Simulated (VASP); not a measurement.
# CdF2: evGW0 quasiparticle levels with PBE

CdF2:

```
Cd F
1.0
     0.00000    2.69697    2.69697
     2.69697    0.00000    2.69697
     2.69697    2.69697    0.00000
Cd F
1 2
Direct
  0.00000 0.00000 0.00000
  0.25000 0.25000 0.25000
  0.75000 0.75000 0.75000
```

```
Program                         : VASP 6.6.1
Task                            : evGW0 quasiparticle levels
Functional                      : PBE
Potentials or basis             : VASP PAW PBE potentials, release 64 (Cd_GW, F_GW)
Cutoff                          : 500 eV
k mesh                          : 6 × 6 × 6
Occupations                     : gaussian, width 0.01 eV
Spin                            : no spin polarisation
GW scheme                       : evGW0
GW iterations                   : 4
Cutoff of the response function : 150
Frequency points                : 48
Empty bands                     : 146
Further INCAR settings          : ALGO = EVGW0; EDIFF = 1e-08; NBANDS = 159
```

The band gap on the k mesh, mean-field level is 3.09 eV, indirect (least direct gap 3.57 eV), the quasiparticle gap is 5.90 eV and the least direct quasiparticle gap is 6.76 eV.

Levels at points of the mesh, in eV from the valence-band top:
| k point | band 10 | band 11 | band 12 | band 13 | band 14 | band 15 | band 16 | band 17 |
| --- | --- | --- | --- | --- | --- | --- | --- | --- |
| (0.00, 0.00, 0.00) | -0.96 | -0.47 | -0.47 | -0.47 | 3.09 | 12.70 | 12.70 | 12.70 |
| (0.50, 0.00, 0.00) | -1.81 | -1.81 | -0.37 | -0.37 | 7.18 | 9.16 | 14.49 | 14.49 |
| (0.50, 0.50, 0.00) | -2.92 | -0.49 | -0.07 | -0.07 | 8.01 | 9.67 | 11.96 | 14.27 |

Quasiparticle gap after each update of the energies (eV): 5.35, 5.80, 5.88, 5.90

Wall time 12 min on 4 MPI ranks on Intel(R) Xeon(R) 6975P-C (Granite Rapids), with other jobs on the host, peak memory 0.94 GiB a rank.

Caveat: bands, screening cutoff and mesh are small and nothing is extrapolated, so the quasiparticle values aren't converged. A k mesh can miss the band edges.
